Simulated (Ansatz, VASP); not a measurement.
Two plane-wave programs on BP

```
B P
1.0
     0.00000    2.14006    2.56807
     2.14006    0.00000    2.56807
     2.14006    2.14006    0.00000
B P
1 1
Direct
  0.00000 0.00000 0.00000
  0.75000 0.75000 0.75000
```

Alike in both runs: task single point; functional PBE; k mesh 12 × 12 × 12; occupations gaussian, width 0.05 eV; no spin polarisation.

```csv
,VASP,Ansatz
version,VASP 6.6.1,Ansatz 0.2.0
potentials or method,"VASP PAW PBE potentials, release 64 (B, P)","scalar-relativistic, plane waves, PAW"
plane-wave cutoff (eV),520,420
valence electrons in the cell,8,8
```

|  | VASP | Ansatz | Ansatz less VASP |
| --- | --- | --- | --- |
| gap on the k mesh at the Fermi level (eV) | none | none | - |
| pressure (GPa) | -0.4 | -0.2 | +0.21 |
| largest component of the traceless stress (GPa) | 39.46 | 39.42 | -0.044 |

A gap of «none» marks a metal or a gap that the smearing closes. The functional is the same, so the differences come from potentials, cutoffs and numerics.
